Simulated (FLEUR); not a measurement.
Crystal: C.

```
C
1.0
     0.00000    1.78337    1.78337
     1.78337    0.00000    1.78337
     1.78337    1.78337    0.00000
C
2
Direct
  0.75000 0.75000 0.75000
  0.50000 0.50000 0.50000
```

This isn't the form of C at room conditions, which is graphite.

Base run:

| Item | Value |
| --- | --- |
| Program | FLEUR MaX-R8.1 (later development tree) |
| Functional | LDA exchange alone (X-alpha) |
| Potentials or basis | all-electron |
| Basis | FLAPW |
| Kmax | 5.19 1/bohr |
| k mesh | 13 × 13 × 13 |
| Occupations | fermi-dirac, width 0.05 eV |
| Spin | no spin polarisation |

Its results: band gap on the k mesh 4.01 eV, indirect (least direct gap 5.51 eV).

The run is repeated on the same cell with these changes: functional from LDA exchange alone (X-alpha) to LDA (Moruzzi-Janak-Williams). What comes out?

Band gap on the k mesh 4.10 eV, indirect (least direct gap 5.54 eV).
